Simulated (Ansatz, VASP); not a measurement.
## Hf: VASP beside Ansatz

```
Hf
1.0
     0.00000    1.97789    2.79674
     1.97789    0.00000    2.79674
     1.97789    1.97789    0.00000
Hf
1
Direct
  0.00000 0.00000 0.00000
```

Alike in both runs: task single point; functional PBEsol; k mesh 20 × 20 × 20; occupations gaussian, width 0.15 eV; no spin polarisation.

|  | VASP | Ansatz |
| --- | --- | --- |
| version | VASP 6.6.1 | Ansatz 0.2.0 |
| potentials or method | VASP PAW PBE potentials, release 64 (Hf_pv) | scalar-relativistic, plane waves, PAW |
| plane-wave cutoff (eV) | 520 | 420 |
| valence electrons in the cell | 10 | 26 |

Ansatz gave:

| Quantity | Value |
| --- | --- |
| gap on the k mesh at the Fermi level (eV) | none |
| pressure (GPa) | -1.9 |
| largest component of the traceless stress (GPa) | 13.24 |

Problem. Estimate VASP's values.

Solution. gap on the k mesh at the Fermi level (eV): none; pressure (GPa): -2.3; largest component of the traceless stress (GPa): 13.10.

A gap of «none» marks a metal or a gap that the smearing closes. The two sets of potentials don't hold the same shells in valence.

Caveats: the PAW data sets were made with another functional, which shifts forces and pressure a little (VASP). The runs have no spin-orbit coupling, so splittings on Hf are missing.
